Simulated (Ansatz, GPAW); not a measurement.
# Ballistic transport through 4,4'-bipyridine between two Pd chains, from relaxation to T(E), part 2 of 3

Wanted: T(E) of 4,4'-bipyridine between two Pd chains at a relaxed geometry in two programs, beside the unrelaxed structure.

GPAW 26.7.0 and Ansatz 0.2.0; Ansatz plane waves; relaxation of the junction with the lead ends held; PAW set soft_1 (the session's first sound run).

So far, transmission at the Fermi level (one spin): step 3 (plane-wave reference (PBE)) 0.0375.

## 4. GPAW, dzp

The script solves lead and junction separately, takes H and S in the orbital basis, and joins semi-infinite leads through their self-energies; the dzp basis is the working standard.

This step: GPAW LCAO, PAW setups; Landauer transmission from Green's functions with principal layers (ASE), zero bias (GPAW 26.7.0).

Contents of run.py:

```python
import json
import numpy as np
from ase import Atoms
from ase.transport.calculators import TransportCalculator
from gpaw import GPAW, FermiDirac
from gpaw.lcao.tools import get_lcao_hamiltonian
from scipy.linalg import eigh

# The junction with lead layers at both ends, along the third cell vector
device = Atoms(
    ['Pd', 'Pd', 'Pd', 'Pd', 'Pd', 'Pd', 'Pd', 'Pd', 'N', 'H', 'H', 'C', 'C', 'C', 'C', 'H', 'H', 'C', 'C', 'H', 'H', 'C', 'C', 'C', 'C', 'H', 'H', 'N', 'Pd', 'Pd', 'Pd', 'Pd', 'Pd', 'Pd', 'Pd', 'Pd'],
    positions=[
        [5.16755, 4.50000, 1.25000],
        [5.16755, 4.50000, 3.75000],
        [5.16755, 4.50000, 6.25000],
        [5.16755, 4.50000, 8.75000],
        [5.16755, 4.50000, 11.25000],
        [5.16755, 4.50000, 13.75000],
        [4.59514, 4.29367, 16.18923],
        [5.30163, 4.54690, 18.61679],
        [5.23198, 4.52239, 20.73084],
        [7.24435, 5.00412, 20.91550],
        [3.21595, 4.03740, 20.83366],
        [6.33725, 4.78255, 21.47639],
        [4.10007, 4.25526, 21.43152],
        [6.34988, 4.78315, 22.86636],
        [4.03630, 4.24515, 22.82036],
        [7.28440, 5.02821, 23.36985],
        [3.08344, 3.99704, 23.28705],
        [5.17852, 4.51228, 23.60394],
        [5.15049, 4.51096, 25.08394],
        [7.25881, 4.05386, 25.40175],
        [3.03111, 4.96864, 25.31771],
        [6.29927, 4.27467, 25.86792],
        [3.97176, 4.74851, 25.82137],
        [6.23433, 4.28009, 27.25686],
        [3.98349, 4.74589, 27.21113],
        [7.12380, 4.08626, 27.85456],
        [3.07051, 4.94234, 27.77224],
        [5.09496, 4.51395, 27.95725],
        [5.02132, 4.52751, 30.07070],
        [5.75877, 4.37520, 32.49813],
        [5.16755, 4.50000, 34.93806],
        [5.16755, 4.50000, 37.43806],
        [5.16755, 4.50000, 39.93806],
        [5.16755, 4.50000, 42.43806],
        [5.16755, 4.50000, 44.93806],
        [5.16755, 4.50000, 47.43806]],
    cell=[[10.3351, 0.0, 0.0], [0.0, 9.0, 0.0], [0.0, 0.0, 48.68806]],
    pbc=True)

# One principal layer of the lead: the first 5 atoms of the device
lead = Atoms(
    ['Pd', 'Pd', 'Pd', 'Pd', 'Pd'],
    positions=[
        [5.16755, 4.50000, 1.25000],
        [5.16755, 4.50000, 3.75000],
        [5.16755, 4.50000, 6.25000],
        [5.16755, 4.50000, 8.75000],
        [5.16755, 4.50000, 11.25000]],
    cell=[[10.3351, 0.0, 0.0], [0.0, 9.0, 0.0], [0.0, 0.0, 12.5]],
    pbc=True)

settings = dict(mode='lcao', basis='dzp', xc='PBE', h=0.18,
                occupations=FermiDirac(0.1), maxiter=250,
                mixer=dict(beta=0.1, nmaxold=8, weight=100.0),
                convergence=dict(density=0.0001))
energies = np.arange(-2, 2 + 1e-9, 0.025)
eta = 0.0001
n1, n2 = 1, 1
# k and -k transmit alike, so half of the mesh across the current serves
mesh = [(i, j) for i in range(n1) for j in range(n2) if (i, j) <= (-i % n1, -j % n2)]
weights = np.array([1 if (i, j) == (-i % n1, -j % n2) else 2 for i, j in mesh]) / (n1 * n2)

# [... helper functions left out ...]
fermi_lead = ground_state(lead, (1, 1, 9), 'lead.txt')
fermi_device = ground_state(device, (1, 1, 2), 'device.txt')
# [... loop over the mesh left out, but for ...]
        # Shift the lead onto the potential of the device's first layer
        shift = ((H[:, 0, 0] - H0[:, 0, 0]) / S0[0, 0]).real.mean()
# [...]
kT = 8.617333e-5 * 300
bias = [0.1, 0.2, 0.5, 1.0, 1.5, 2.0]
# [... integrals and printing left out ...]
```

The run is started by

```sh
OMP_NUM_THREADS=1 OPENBLAS_NUM_THREADS=1 python run.py
```

The job ended after 13 min (1 thread of Arm Neoverse V1, shared host; peak memory 2.9 GiB).

Numbers from this step:

* conductance: 0.03085 G₀
* largest coupling past the next principal layer: 1.07e-4 eV
* largest misfit of the first principal layer: 0.07199 eV
* shift that aligns the lead: -0.001011 eV
* basis functions of the junction: 628
* basis functions of a principal layer: 135
* transmission at the Fermi level (one spin): 0.03202

One spin. The transmission, zone mean by energy, zero at the Fermi level:

energy (eV), transmission, zone mean and a bar:
```
   -2.000      0.013 #
   -1.900      0.023 #
   -1.800      0.029 #
   -1.700      0.032 #
   -1.600      0.035 ##
   -1.500      0.040 ##
   -1.400      0.048 ##
   -1.300      0.055 ###
   -1.200      0.055 ###
   -1.100      0.046 ##
   -1.000      0.042 ##
   -0.900      0.026 #
   -0.800      0.040 ##
   -0.700      0.124 ######
   -0.625      0.219 ##########
   -0.600      0.205 ##########
   -0.500      0.163 ########
   -0.450      0.639 ##############################
   -0.400      0.218 ##########
   -0.300      0.081 ####
   -0.200      0.057 ###
   -0.100      0.046 ##
    0.000      0.032 ##
    0.100      0.008 
    0.200      0.000 
    0.300      0.000 
    0.400      0.000 
    0.500      0.000 
    0.600      0.000 
    0.700      0.000 
    0.800      0.000 
    0.900      0.000 
    1.000      0.000 
    1.100      0.000 
    1.200      0.000 
    1.300      0.000 
    1.400      0.000 
    1.500      0.000 
    1.600      0.000 
    1.700      0.000 
    1.800      0.001 
    1.900      0.000 
    2.000      0.000
```

Crossings of the lead's bands, unfolded to its shortest repeat. The open channels, zone mean by energy, zero at the Fermi level:

```csv
energy (eV),"open channels, zone mean"
-2.000,3
-1.900,3
-1.800,3
-1.700,3
-1.600,3
-1.500,3
-1.400,3
-1.300,3
-1.200,3
-1.100,3
-1.000,5
-0.900,5
-0.800,5
-0.700,5
-0.600,5
-0.500,5
-0.400,4
-0.300,4
-0.200,4
-0.100,4
0.000,4
0.100,4
0.200,1
0.300,1
0.400,1
0.500,1
0.600,1
0.700,1
0.800,1
0.900,1
1.000,1
1.100,1
1.200,1
1.300,1
1.400,1
1.500,1
1.600,1
1.700,1
1.800,1
1.900,1
2.000,1
```

Not self-consistent under bias; the bias window is split evenly. The current through one cell, from the zero-bias transmission by bias:

```csv
bias (V),"current through one cell, from the zero-bias transmission (μA)"
0.100,0.236
0.200,0.457
0.500,1.13
1.000,5.36
1.500,8.72
2.000,9.51
```

The transmission of the three most open eigenchannels by energy, zero at the Fermi level:

```csv
energy (eV),channel 1,channel 2,channel 3
-2.000,0.0126,1.4e-5,1.8e-6
-1.900,0.0226,1.7e-5,3.6e-6
-1.800,0.0289,1.9e-5,6.7e-6
-1.700,0.0315,1.9e-5,1.2e-5
-1.600,0.0346,2.0e-5,1.8e-5
-1.500,0.0403,2.7e-5,2.1e-5
-1.400,0.0482,3.5e-5,2.3e-5
-1.300,0.0548,4.1e-5,2.7e-5
-1.200,0.0544,4.0e-5,3.4e-5
-1.100,0.0461,4.3e-5,3.4e-5
-1.000,0.0418,5.7e-5,2.6e-5
-0.900,0.0263,6.0e-5,2.2e-5
-0.800,0.0401,5.9e-5,3.8e-5
-0.700,0.123,1.6e-4,7.5e-5
-0.600,0.205,2.6e-4,8.9e-5
-0.500,0.163,1.9e-5,1.7e-5
-0.400,0.218,6.2e-5,4.7e-5
-0.300,0.0803,2.3e-4,8.3e-5
-0.200,0.0564,2.5e-4,1.2e-4
-0.100,0.0455,1.7e-4,1.5e-4
0.000,0.0318,1.9e-4,5.5e-5
0.100,0.00781,1.5e-4,5.9e-6
0.200,9.3e-5,1.8e-12,0
0.300,6.6e-5,0,0
0.400,5.3e-5,0,0
0.500,4.6e-5,0,0
0.600,3.6e-5,2.0e-12,0
0.700,4.9e-5,0,0
0.800,4.6e-5,0,0
0.900,4.6e-5,1.0e-12,0
1.000,4.8e-5,1.3e-12,0
1.100,5.0e-5,1.5e-12,0
1.200,5.2e-5,1.7e-12,0
1.300,5.4e-5,1.9e-12,0
1.400,5.6e-5,1.9e-12,0
1.500,5.6e-5,1.7e-12,0
1.600,5.2e-5,0,0
1.700,2.3e-5,1.5e-11,0
1.800,0.00108,6.1e-11,0
1.900,2.7e-4,3.5e-11,0
2.000,3.5e-4,5.0e-11,0
```

At the Fermi level T is 0.0320 against 0.0375 in plane waves. Couplings past the next layer reach 1.1e-4 eV, small enough to drop; the matrix elements of the cell's first layer differ from the bulk lead's by up to 0.072 eV. That layer keeps its own values in the calculation, and only beyond it is the lead taken as perfect. The Fermi levels of lead and junction count from different zeros of potential, one for each periodic cell; with both set to zero, the small remaining shift is what aligns them. By hand: G = 0.03085 × 77.48 μS = 2.39 μS, a resistance of 418 kΩ; at 0.1 V a linear junction would pass 0.239 μA, and the integral over the bias window gives 0.236 μA.

## 5. Single-zeta polarised basis

The second zeta is dropped, the polarisation orbitals stay.

Changes to run.py since step 4:

```diff
@@ -63,3 +63,3 @@
 
-settings = dict(mode='lcao', basis='dzp', xc='PBE', h=0.18,
+settings = dict(mode='lcao', basis='szp(dzp)', xc='PBE', h=0.18,
                 occupations=FermiDirac(0.1), maxiter=250,
```

The job ended after 8.8 min (1 thread; peak memory 2.8 GiB).

This step gave:

```
conductance                                    : 0.02419 G₀
largest coupling past the next principal layer : 1.09e-4 eV
largest misfit of the first principal layer    : 0.02390 eV
shift that aligns the lead                     : -8.50e-4 eV
basis functions of the junction                : 380
basis functions of a principal layer           : 75
transmission at the Fermi level (one spin)     : 0.02765
```

One spin. The transmission, zone mean by energy, zero at the Fermi level:

energy (eV), transmission, zone mean and a bar:
```
   -2.000      0.019 #
   -1.900      0.027 #
   -1.800      0.032 ##
   -1.700      0.036 ##
   -1.600      0.041 ##
   -1.500      0.047 ##
   -1.400      0.052 ###
   -1.300      0.050 ###
   -1.200      0.039 ##
   -1.100      0.032 ##
   -1.000      0.030 ##
   -0.900      0.088 #####
   -0.800      0.214 ###########
   -0.750      0.467 ########################
   -0.700      0.211 ###########
   -0.600      0.347 ##################
   -0.575      0.576 ##############################
   -0.500      0.172 #########
   -0.400      0.082 ####
   -0.300      0.063 ###
   -0.200      0.058 ###
   -0.100      0.051 ###
    0.000      0.028 #
    0.100      0.000 
    0.200      0.000 
    0.300      0.000 
    0.400      0.000 
    0.500      0.000 
    0.600      0.000 
    0.700      0.000 
    0.800      0.000 
    0.900      0.000 
    1.000      0.000 
    1.100      0.000 
    1.200      0.000 
    1.300      0.000 
    1.400      0.000 
    1.500      0.000 
    1.600      0.000 
    1.700      0.000 
    1.800      0.000 
    1.900      0.000 
    2.000      0.000
```

The conductance, 0.0242 G₀, lies 22 % below that of the dzp run.

## 6. Minimal basis

The minimal basis is the cheapest rung: no second zeta and no polarisation.

Changes to run.py since step 5:

```diff
@@ -63,3 +63,3 @@
 
-settings = dict(mode='lcao', basis='szp(dzp)', xc='PBE', h=0.18,
+settings = dict(mode='lcao', basis='sz(dzp)', xc='PBE', h=0.18,
                 occupations=FermiDirac(0.1), maxiter=250,
```

The job ended after 5.7 min (1 thread; peak memory 2.6 GiB).

This step gave:

- conductance: 0.03691 G₀
- largest coupling past the next principal layer: 1.08e-4 eV
- largest misfit of the first principal layer: 0.01642 eV
- shift that aligns the lead: -0.001371 eV
- basis functions of the junction: 248
- basis functions of a principal layer: 60
- transmission at the Fermi level (one spin): 0.04268

One spin. Transmission, zone mean against energy, zero at the Fermi level:

```csv
energy (eV),"transmission, zone mean"
-2.000,0.0166
-1.900,0.0222
-1.800,0.0261
-1.700,0.0298
-1.600,0.0348
-1.500,0.0411
-1.400,0.0463
-1.300,0.0465
-1.200,0.0390
-1.100,0.0336
-1.000,0.0309
-0.900,0.0920
-0.800,0.233
-0.725,0.525
-0.700,0.328
-0.600,0.142
-0.575,0.676
-0.500,0.228
-0.400,0.0993
-0.300,0.0761
-0.200,0.0714
-0.100,0.0672
0.000,0.0427
0.100,3.6e-5
0.200,1.9e-5
0.300,2.1e-5
0.400,1.6e-5
0.500,1.4e-5
0.600,1.4e-5
0.700,1.3e-5
0.800,1.3e-5
0.900,1.3e-5
1.000,1.2e-5
1.100,1.1e-5
1.200,5.1e-6
1.300,1.7e-4
1.400,1.2e-4
1.500,0.00144
1.600,1.4e-5
1.700,2.1e-5
1.800,2.0e-5
1.900,3.1e-5
2.000,3.1e-5
```

The conductance, 0.0369 G₀, lies 20 % above that of the dzp run.

## 7. RPBE in the dzp basis: xc = "RPBE"

Back in the dzp basis, the functional changes from PBE to RPBE, to set the spread between functionals beside that between bases.

Changes to run.py since step 6:

```diff
@@ -63,3 +63,3 @@
 
-settings = dict(mode='lcao', basis='sz(dzp)', xc='PBE', h=0.18,
+settings = dict(mode='lcao', basis='dzp', xc='RPBE', h=0.18,
                 occupations=FermiDirac(0.1), maxiter=250,
```

Wall time 13 min (1 thread); peak memory 2.9 GiB.

Numbers from this step:

```yaml
conductance: 0.02914 G₀
largest_coupling_past_the_next_principal_layer: 1.02e-4 eV
largest_misfit_of_the_first_principal_layer: 0.06806 eV
shift_that_aligns_the_lead: -0.002822 eV
basis_functions_of_the_junction: 628
basis_functions_of_a_principal_layer: 135
transmission_at_the_fermi_level_one_spin: 0.03029
```

One spin. The transmission, zone mean by energy, zero at the Fermi level:

energy (eV), transmission, zone mean and a bar:
```
   -2.000      0.013 #
   -1.900      0.022 #
   -1.800      0.028 #
   -1.700      0.031 #
   -1.600      0.034 #
   -1.500      0.040 ##
   -1.400      0.048 ##
   -1.300      0.054 ##
   -1.200      0.053 ##
   -1.100      0.044 ##
   -1.000      0.038 ##
   -0.900      0.024 #
   -0.800      0.052 ##
   -0.700      0.133 ######
   -0.625      0.235 ##########
   -0.600      0.195 #########
   -0.500      0.253 ###########
   -0.475      0.687 ##############################
   -0.400      0.169 #######
   -0.300      0.075 ###
   -0.200      0.055 ##
   -0.100      0.045 ##
    0.000      0.030 #
    0.100      0.005 
    0.200      0.000 
    0.300      0.000 
    0.400      0.000 
    0.500      0.000 
    0.600      0.000 
    0.700      0.000 
    0.800      0.000 
    0.900      0.000 
    1.000      0.000 
    1.100      0.000 
    1.200      0.000 
    1.300      0.000 
    1.400      0.000 
    1.500      0.000 
    1.600      0.000 
    1.700      0.000 
    1.800      0.001 
    1.900      0.000 
    2.000      0.000
```

The conductance, 0.0291 G₀, lies 5.5 % below that of the dzp run.

## 8. The structure as built: geometry = "as built"

The dzp basis with PBE on the structure as first built shows what the relaxation was worth.

Changes to run.py since step 7:

```diff
@@ -18,26 +18,26 @@
         [5.16755, 4.50000, 13.75000],
-        [4.59514, 4.29367, 16.18923],
-        [5.30163, 4.54690, 18.61679],
-        [5.23198, 4.52239, 20.73084],
-        [7.24435, 5.00412, 20.91550],
-        [3.21595, 4.03740, 20.83366],
-        [6.33725, 4.78255, 21.47639],
-        [4.10007, 4.25526, 21.43152],
-        [6.34988, 4.78315, 22.86636],
-        [4.03630, 4.24515, 22.82036],
-        [7.28440, 5.02821, 23.36985],
-        [3.08344, 3.99704, 23.28705],
-        [5.17852, 4.51228, 23.60394],
-        [5.15049, 4.51096, 25.08394],
-        [7.25881, 4.05386, 25.40175],
-        [3.03111, 4.96864, 25.31771],
-        [6.29927, 4.27467, 25.86792],
-        [3.97176, 4.74851, 25.82137],
-        [6.23433, 4.28009, 27.25686],
-        [3.98349, 4.74589, 27.21113],
-        [7.12380, 4.08626, 27.85456],
-        [3.07051, 4.94234, 27.77224],
-        [5.09496, 4.51395, 27.95725],
-        [5.02132, 4.52751, 30.07070],
-        [5.75877, 4.37520, 32.49813],
+        [5.16755, 4.50000, 16.25000],
+        [5.16755, 4.50000, 18.75000],
+        [5.16755, 4.50002, 20.79000],
+        [6.99582, 5.44414, 20.90631],
+        [3.33928, 3.55589, 20.90633],
+        [6.18782, 5.02451, 21.49889],
+        [4.14728, 3.97553, 21.49890],
+        [6.23379, 5.04600, 22.88438],
+        [4.10130, 3.95407, 22.88438],
+        [7.08510, 5.49551, 23.38545],
+        [3.25000, 3.50456, 23.38547],
+        [5.16755, 4.50004, 23.60878],
+        [5.16755, 4.50004, 25.07928],
+        [7.08510, 3.50457, 25.30259],
+        [3.25001, 5.49552, 25.30261],
+        [6.23380, 3.95408, 25.80368],
+        [4.10131, 5.04600, 25.80369],
+        [6.18782, 3.97554, 27.18916],
+        [4.14728, 5.02451, 27.18918],
+        [6.99582, 3.55589, 27.78173],
+        [3.33928, 5.44414, 27.78175],
+        [5.16755, 4.50002, 27.89806],
+        [5.16755, 4.50000, 29.93806],
+        [5.16755, 4.50000, 32.43806],
         [5.16755, 4.50000, 34.93806],
@@ -63,3 +63,3 @@
 
-settings = dict(mode='lcao', basis='dzp', xc='RPBE', h=0.18,
+settings = dict(mode='lcao', basis='dzp', xc='PBE', h=0.18,
                 occupations=FermiDirac(0.1), maxiter=250,
```

The job ended after 11 min (1 thread; peak memory 2.9 GiB).

This step gave:

```
conductance                                    : 0.04759 G₀
largest coupling past the next principal layer : 1.07e-4 eV
largest misfit of the first principal layer    : 0.05947 eV
shift that aligns the lead                     : -6.34e-5 eV
transmission at the Fermi level (one spin)     : 0.05058
```

One spin. Table of transmission, zone mean by energy, zero at the Fermi level:

energy (eV), transmission, zone mean and a bar:
```
   -2.000     0.0123 ######
   -1.900     0.0116 ######
   -1.800     0.0120 ######
   -1.700     0.0135 ######
   -1.600     0.0161 ########
   -1.500     0.0195 #########
   -1.400     0.0240 ###########
   -1.300     0.0301 ##############
   -1.200     0.0382 ##################
   -1.100     0.0476 #######################
   -1.000     0.0539 ##########################
   -0.900     0.0565 ###########################
   -0.800     0.0551 ##########################
   -0.700     0.0530 #########################
   -0.600     0.0518 #########################
   -0.500     0.0510 ########################
   -0.400     0.0517 #########################
   -0.300     0.0549 ##########################
   -0.200     0.0599 #############################
   -0.125     0.0627 ##############################
   -0.100     0.0626 ##############################
    0.000     0.0506 ########################
    0.100     0.0128 ######
    0.200     0.0000 
    0.300     0.0000 
    0.400     0.0000 
    0.500     0.0000 
    0.600     0.0000 
    0.700     0.0000 
    0.800     0.0000 
    0.900     0.0000 
    1.000     0.0000 
    1.100     0.0000 
    1.200     0.0000 
    1.300     0.0000 
    1.400     0.0000 
    1.500     0.0000 
    1.600     0.0000 
    1.700     0.0007 
    1.800     0.0000 
    1.900     0.0027 #
    2.000     0.0001
```

The conductance, 0.0476 G₀, lies 54 % above that of the dzp run. At 0.15 eV T drops to or jumps from 5.2e-6 where the lead's channel count changes: a band edge of the lead lies in the thermal window, and enters the average.

## 9. The ladder

Times are wall times on the hardware named with each run. The runs compared:

```
no.       run  conductance (G₀)     time  memory (GiB)
  1    pw PBE           0.03642   75 min           6.8
  2       dzp           0.03085   13 min           2.9
  3       szp           0.02419  8.8 min           2.8
  4        sz           0.03691  5.7 min           2.6
  5  dzp RPBE           0.02914   13 min           2.9
  6   asbuilt           0.04759   11 min           2.9
```

## 10. Comparison

The curves are compared point by point over the common energies.

This step: comparison of transmission and cost over codes, levels and geometry; PAW set soft_1 (GPAW 26.7.0).

Ladder, by row:

```csv
step,code,T at the Fermi level (sum over the listed spins),conductance (G0),r.m.s. T(E) from the first,wall time (s),peak memory (GiB),threads
pw-pbe,Ansatz,0.03749,0.03642,0,4482,6.797,4
dzp,GPAW,0.03202,0.03085,0.06853,771.1,2.93,1
szp,GPAW,0.02765,0.02419,0.07772,525.1,2.78,1
sz,GPAW,0.04268,0.03691,0.08049,340.5,2.63,1
dzp-RPBE,GPAW,0.03029,0.02914,0.06234,778.8,2.93,1
asbuilt,GPAW,0.05058,0.04759,0.07465,666.2,2.93,1
```

(Part 2 of 3 ends here.)

[Logs are printed without paths, hosts, clocks, repeated set-up lines and the standing remarks that a program may print on its own settings, such as how far it seeks lower states.]

[Hosts, paths, dates, database ids (printed as entryN), source tags and the programs' standing remarks are cut or masked in the printed files.]
